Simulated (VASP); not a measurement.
Crystal: MgTe.

```xyz
4
Lattice="4.5200 0.0000 0.0000 -2.2600 3.9144 0.0000 0.0000 0.0000 7.3300" Properties=species:S:1:pos:R:3 pbc="T T T"
Mg    0.0000    2.6096    0.0000
Mg    2.2600    1.3048    3.6650
Te    0.0000    2.6096    2.8220
Te    2.2600    1.3048    6.4870
```

* Program: VASP 6.6.1
* Task: relaxation of cell and atoms
* Functional: PBE
* Dispersion: D3(BJ)
* Potentials or basis: VASP PAW PBE potentials, release 64 (Mg, Te)
* Cutoff: 600 eV
* k mesh: 9 × 9 × 4
* Occupations: gaussian, width 0.03 eV
* Spin: no spin polarisation

At the start: pressure 0.7 GPa; volume 32.42 Å³/atom.

Task: Where does the relaxation end?

Result: Over 9 steps the energy falls by 4.6 meV/atom and the volume is 32.96 Å³/atom (+1.6 %); space group P6_3mc (No. 186, to 0.05 Å).

Step by step:
| step | energy change (eV) | largest force (eV/Å) | pressure (GPa) | volume (Å³) |
| --- | --- | --- | --- | --- |
| 1 | 0.0000 | 0.2363 | 0.67 | 129.69 |
| 2 | -0.0149 | 0.0559 | -0.13 | 132.25 |
| 3 | -0.0149 | 0.0621 | -0.11 | 132.16 |
| 4 | -0.0158 | 0.0406 | -0.01 | 131.84 |
| 5 | -0.0164 | 0.0109 | 0.12 | 131.41 |
| 6 | -0.0171 | 0.0127 | 0.08 | 131.52 |
| 7 | -0.0183 | 0.0164 | -0.01 | 131.87 |
| 8 | -0.0183 | 0.0167 | -0.04 | 131.93 |
| 9 | -0.0184 | 0.0036 | 0.00 | 131.83 |

Final structure:
```xyz
4
Lattice="4.5381 0.0000 0.0000 -2.2691 3.9301 0.0000 0.0000 0.0000 7.3915" Properties=species:S:1:pos:R:3 pbc="T T T"
Mg    0.0000    2.6201    0.0320
Mg    2.2691    1.3100    3.7278
Te    0.0000    2.6201    2.8137
Te    2.2691    1.3100    6.5095
```
